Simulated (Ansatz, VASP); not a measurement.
**Ru in VASP and in Ansatz**

```xyz
2
Lattice="2.6897 0.0000 0.0000 -1.3448 2.3293 0.0000 0.0000 0.0000 4.2524" Properties=species:S:1:pos:R:3 pbc="T T T"
Ru    0.0000    1.5529    1.0631
Ru    1.3448    0.7764    3.1893
```

Alike in both runs: task single point; functional PBEsol; k mesh 18 × 18 × 10; occupations gaussian, width 0.15 eV; no spin polarisation.

|  | VASP | Ansatz |
| --- | --- | --- |
| version | VASP 6.6.1 | Ansatz 0.2.0 |
| potentials or method | VASP PAW PBE potentials, release 64 (Ru_pv) | scalar-relativistic, plane waves, PAW |
| plane-wave cutoff (eV) | 520 | 420 |
| valence electrons in the cell | 28 | 32 |

VASP gave:

* gap on the k mesh at the Fermi level (eV): none
* pressure (GPa): 0.0
* largest component of the traceless stress (GPa): 0.08

Task: Estimate Ansatz's values.

Result: gap on the k mesh at the Fermi level (eV): none; pressure (GPa): 0.0; largest component of the traceless stress (GPa): 0.07.

A gap of «none» marks a metal or a gap that the smearing closes. The two sets of potentials don't hold the same shells in valence. Ansatz warned: «pseudo_functional_mismatch».

Caveats: the PAW data sets were made with another functional, which shifts forces and pressure a little (VASP).
